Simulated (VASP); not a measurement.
# C in VASP: further runs, part 2 of 2

VASP 6.6.1. Earlier steps stand in the parts before.

## (3) Single point, PBE

This run uses another cell than the first one, of 31.35 Å³/atom, 0.667 times its volume.

The input, INCAR:

```
PREC = Accurate
ENCUT = 280
EDIFF = 1E-7
ISMEAR = 1
SIGMA = 0.1
LREAL = F
LASPH = T
NELM = 120
ALGO = Normal
ISIF = 2
LWAVE = F
LCHARG = F
LDIPOL = T
IDIPOL = 3
DIPOL = 0.5 0.5 0.500
GGA = PE
NBANDS = 14
LVHAR = T
LVACPOTAV = T
```

The input, KPOINTS:

```
regular mesh
0
Gamma
  5 5 1
```

The input, POSCAR:

```
C
1.0
    2.4561701600      0.0000000000      0.0000000000
   -1.2280850800      2.1271057600      0.0000000000
    0.0000000000      0.0000000000     12.0000000000
C
2
Direct
    0.6666666667      0.3333333333      0.5000000000
    0.3333333333      0.6666666667      0.5000000000
```

Potentials or basis: VASP PAW PBE potentials, release 64 (C).

The run is started by

```console
$ cat potpaw_PBE.64/C/POTCAR > POTCAR
$ mpirun -np 1 vasp_std > vasp.out
```

OUTCAR:

```text
PREC = Accurate
   ENCUT = 280
   EDIFF = 1E-7
   ISMEAR = 1
   LREAL = F
   LASPH = T
   NELM = 120
   ISIF = 2
   GGA = PE

 Found      5 irreducible k-points:

 Following reciprocal coordinates:
            Coordinates               Weight
  0.000000  0.000000  0.000000      1.000000
  0.200000  0.000000  0.000000      6.000000
  0.400000  0.000000  0.000000      6.000000
  0.200000  0.200000  0.000000      6.000000
  0.400000  0.200000  0.000000      6.000000
   k-points           NKPTS =      5   k-points in BZ     NKDIM =      5   number of bands    NBANDS=     14
   number of dos      NEDOS =    301   number of ions     NIONS =      2
   total plane-waves  NPLWV =  13720
   dimension x,y,z NGX =    14 NGY =   14 NGZ =   70
   dimension x,y,z NGXF=    28 NGYF=   28 NGZF=  140
   ions per type =               2
   NGX,Y,Z   is equivalent  to a cutoff of   9.48,  9.48,  9.70 a.u.
   NGXF,Y,Z  is equivalent  to a cutoff of  18.95, 18.95, 19.40 a.u.
 SYSTEM =  unknown system
   PREC   = accura    normal or accurate (medium, high low for compatibility)
   ISTART =      0    job   : 0-new  1-cont  2-samecut
   ICHARG =      2    charge: 1-file 2-atom 10-const
   ISPIN  =      1    spin polarized calculation?
   LNONCOLLINEAR =      F non collinear calculations
   LSORBIT =      F    spin-orbit coupling
   LASPH  =      T    aspherical Exc in radial PAW
   ENCUT  =  280.0 eV  20.58 Ry    4.54 a.u.   3.35  3.35 16.37*2*pi/ulx,y,z
   NELM   =    120;   NELMIN=  2; NELMDL= -5     # of ELM steps
   EDIFF  = 0.1E-06   stopping-criterion for ELM
   LREAL  =      F    real-space projection
   EDIFFG = 0.1E-05   stopping-criterion for IOM
   NSW    =      0    number of steps for IOM
   IBRION =     -1    ionic relax: 0-MD 1-quasi-New 2-CG
   NFREE  =      0    steps in history (QN), initial steepest desc. (CG)
   ISIF   =      2    stress and relaxation
   ISYM   =      2    0-nonsym 1-usesym 2-fastsym
   POTIM  = 0.5000    time-step for ionic-motion
   TEBEG  =    0.0;   TEEND  =   0.0 temperature during run
   PSTRESS=    0.0 pullay stress
   NELECT =       8.0000    total number of electrons
   NUPDOWN=      -1.0000    fix difference up-down
   EMIN   =  10.00;   EMAX   =-10.00  energy-range for DOS
   EFERMI =   0.00;   METHOD = LEGACY
   ISMEAR =     1;   SIGMA  =   0.10  broadening in eV -4-tet -1-fermi 0-gaus
   EFERMI_NEDOS =   21; number of points for ismear=-14 and -15
[... 23 lines left out ...]

 dipolmoment           0.000000      0.000000      0.000000 electrons x Angstroem

 Free energy of the ion-electron system (eV)
  ---------------------------------------------------
  ext. energy  EPLUGINS =         0.00000000
  ---------------------------------------------------
  free energy    TOTEN  =       -18.47235325 eV

  energy without entropy =      -18.47374475  energy(sigma->0) =      -18.47281708

 E-fermi :  -3.1159     XC(G=0):  -3.6699

 val. band max:       -3.2000527511   @ k =   0.4000   0.2000   0.0000
 cond. band min:      -0.3210320018   @ k =   0.4000   0.2000   0.0000
 fundamental gap:      2.8790207493
 Fermi energy:        -3.1158645295

 k-point     1 :       0.0000    0.0000    0.0000
  band No.  band energies     occupation
      1     -21.4380      2.00000
      2      -9.4203      2.00000
      3      -4.7207      2.00000
      4      -4.7207      2.00000
      5       1.4342      0.00000
      6       2.5958      0.00000
      7       3.2882      0.00000
      8       6.4988      0.00000
      9       6.8921      0.00000
     10       6.8921      0.00000
     11       7.7520      0.00000
     12      10.2419      0.00000
     13      10.9228      0.00000
     14      12.7821      0.00000
[... 54 lines left out ...]
      1     -15.5276      2.00000
      2     -14.5312      2.00000
      3     -10.6350      2.00000
      4      -3.2001      2.00000
      5      -0.3210      0.00000
      6       9.3227      0.00000
      7       9.6921      0.00000
      8      10.2387      0.00000
      9      10.4404      0.00000
     10      11.6857      0.00000
     11      12.2654      0.00000
     12      12.3580      0.00000
     13      12.8724      0.00000
     14      15.4159      0.00000

------------------------ aborting loop because EDIFF is reached ----------------------------------------

  FORCE on cell =-STRESS in cart. coord.  units (eV):
  Direction    XX          YY          ZZ          XY          YZ          ZX
  --------------------------------------------------------------------------------------
  -------------------------------------------------------------------------------------
  Total       -1.6603805     -1.6603805     -2.9700748      0.0000000      0.0000000      0.0000000
  in kB      -42.4316010    -42.4316012    -75.9012955      0.0000000      0.0000000      0.0000000
  external PRESSURE =     -53.5881659 kB  Pullay stress =       0.0000000 kB

 VOLUME and BASIS-vectors are now :
 -----------------------------------------------------------------------------
  energy-cutoff  :      280.00
  volume of cell :       62.69
      direct lattice vectors                 reciprocal lattice vectors
     2.456170160  0.000000000  0.000000000     0.407137916  0.235061185  0.000000000
    -1.228085080  2.127105760  0.000000000     0.000000000  0.470122369  0.000000000
     0.000000000  0.000000000 12.000000000     0.000000000  0.000000000  0.083333333

 POSITION                                       TOTAL-FORCE (eV/Angst)
 -----------------------------------------------------------------------------------
      1.22809      0.70904      6.00000         0.000000      0.000000      0.000000
     -0.00000      1.41807      6.00000        -0.000000     -0.000000     -0.000000
 -----------------------------------------------------------------------------------
    total drift:                                0.000000      0.000000      0.000000

  FREE ENERGIE OF THE ION-ELECTRON SYSTEM (eV)
  ---------------------------------------------------
  free  energy   TOTEN  =       -18.4723532478 eV

  energy  without entropy=      -18.4737447450  energy(sigma->0) =      -18.47281708

 vacuum level on the upper side and lower side of the slab         2.527         2.527
```

stdout:

```text
POSCAR found type information on POSCAR C
 POSCAR found :  1 types and       2 ions
 scaLAPACK will be used
 LDA part: xc-table for (Slater+PW92), standard interpolation
 POSCAR, INCAR and KPOINTS ok, starting setup
 FFT: planning ... GRIDC
 FFT: planning ... GRID_SOFT
 FFT: planning ... GRID
 WAVECAR not read
 entering main loop
 -----------------------------------------------------------------------------
|                                                                             |
|           W    W    AA    RRRRR   N    N  II  N    N   GGGG   !!!           |
|           W    W   A  A   R    R  NN   N  II  NN   N  G    G  !!!           |
|           W    W  A    A  R    R  N N  N  II  N N  N  G       !!!           |
|           W WW W  AAAAAA  RRRRR   N  N N  II  N  N N  G  GGG   !            |
|           WW  WW  A    A  R   R   N   NN  II  N   NN  G    G                |
|           W    W  A    A  R    R  N    N  II  N    N   GGGG   !!!           |
|                                                                             |
|     Did not find any points to average over, which means that no vacuum     |
|     field-free region was found. Please increase the size of  your cell     |
|     in the dimension of the dipole correction to obtain accurate            |
|     workfunction values.                                                    |
|                                                                             |
 -----------------------------------------------------------------------------
```

It took 2.2 s on 1 thread of Intel Xeon 6975P-C (Granite Rapids), shared host; peak memory 0.12 GiB.

The run converged, but a check on its numbers failed (symmetry, net force, bounds or a known fault of this set-up), so they aren't taken as properties of the slab.

Caveat: the k mesh is coarse (spacing up to 0.59 Å⁻¹), so the values aren't converged; the cutoff lies under the usual one of these potentials, so the numbers hold a large basis-set error.

## (4) Single point, PBE

This run uses another cell than the first one, of 31.35 Å³/atom, 0.667 times its volume.

INCAR, as its differences from that of step 3:

```diff
@@ -1,3 +1,3 @@
 PREC = Accurate
-ENCUT = 280
+ENCUT = 460
 EDIFF = 1E-7
```

KPOINTS is that of step 3.

POSCAR is that of step 3.

The run is started by

```console
$ cat potpaw_PBE.64/C/POTCAR > POTCAR
$ mpirun -np 1 vasp_std > vasp.out
```

Run time: 3.6 s. Hardware: 1 thread of Intel Xeon 6975P-C (Granite Rapids), shared host; peak memory 0.15 GiB.

These settings aren't checked as converged: the numbers below hold their error.

Results:

| Property | Result |
| --- | --- |
| Free energy | -18.4252 eV |
| Band gap on the k mesh | 2.82 eV, direct |
| Ionisation potential of the upper face | 5.71 eV |

Caveat: the k mesh is coarse (spacing up to 0.59 Å⁻¹), so the values aren't converged; the cutoff is under 1.25 times the usual one of these potentials, so pressure, stress and relaxed cells hold a basis-set (Pulay) error.

## (5) Single point, PBE

This run uses another cell than the first one, of 31.35 Å³/atom, 0.667 times its volume.

INCAR, as its differences from that of step 4:

```diff
@@ -1,3 +1,3 @@
 PREC = Accurate
-ENCUT = 460
+ENCUT = 650
 EDIFF = 1E-7
```

KPOINTS is that of step 4.

POSCAR is that of step 4.

The run is started by

```console
$ cat potpaw_PBE.64/C/POTCAR > POTCAR
$ mpirun -np 1 vasp_std > vasp.out
```

It took 5 s on 1 thread of Intel Xeon 6975P-C (Granite Rapids), shared host; peak memory 0.17 GiB.

These settings aren't checked as converged: the numbers below hold their error.

Results:

```
Free energy                            : -18.4317 eV
Band gap on the k mesh                 : 2.82 eV, direct
Ionisation potential of the upper face : 5.72 eV
```

Caveat: the k mesh is coarse (spacing up to 0.59 Å⁻¹), so the values aren't converged.

## (6) Single point, PBE

This run uses another cell than the first one, of 20.90 Å³/atom, 0.444 times its volume.

INCAR, as its differences from that of step 5:

```diff
@@ -1,3 +1,3 @@
 PREC = Accurate
-ENCUT = 650
+ENCUT = 460
 EDIFF = 1E-7
```

The input, KPOINTS:

```
regular mesh
0
Gamma
  10 10 1
```

POSCAR, as its differences from that of step 5:

```diff
@@ -4,3 +4,3 @@
    -1.2280850800      2.1271057600      0.0000000000
-    0.0000000000      0.0000000000     12.0000000000
+    0.0000000000      0.0000000000      8.0000000000
 C
```

Potentials or basis: VASP PAW PBE potentials, release 64 (C).

The run is started by

```console
$ cat potpaw_PBE.64/C/POTCAR > POTCAR
$ mpirun -np 1 vasp_std > vasp.out
```

It took 4.1 s on 1 thread of Intel Xeon 6975P-C (Granite Rapids), shared host; peak memory 0.13 GiB.

These settings aren't checked as converged: the numbers below hold their error.

Results:

```
Free energy                            : -18.4552 eV
Band gap on the k mesh                 : 2.06 eV, direct
Ionisation potential of the upper face : 5.24 eV
```

Caveat: the cutoff is under 1.25 times the usual one of these potentials, so pressure, stress and relaxed cells hold a basis-set (Pulay) error.
